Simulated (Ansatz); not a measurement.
Base system: GeTe (space group R3m, No. 160).

```
CELL_PARAMETERS angstrom
      2.11331     1.22012     3.63992
     -2.11331     1.22012     3.63992
      0.00000    -2.44024     3.63992
ATOMIC_POSITIONS crystal
  Ge 0.23423 0.23423 0.23423
  Te 0.76577 0.76577 0.76577
```

Cartesian axes are those of the cell as printed.

Level of theory: PBE/PAW in Ansatz (an electronic-structure program), no spin-orbit coupling.

Modification: tensor shear ε_xy = −1.13 % (engineering shear γ = -0.0226); the atoms relax in the strained cell.

Problem. Predict the stress tensor and what it implies for the stiffness.

Solution. Stress of the strained cell less that of the base (GPa, compression positive):
```
   0.03    0.78   -0.34
   0.78    0.02   -0.02
  -0.34   -0.02    0.02
```

Then −Δσ/γ with γ = 2ε = -0.0226 gives relaxed-ion elastic constants: C66 ≈ 35 GPa.

Stability against distortions was not tested.
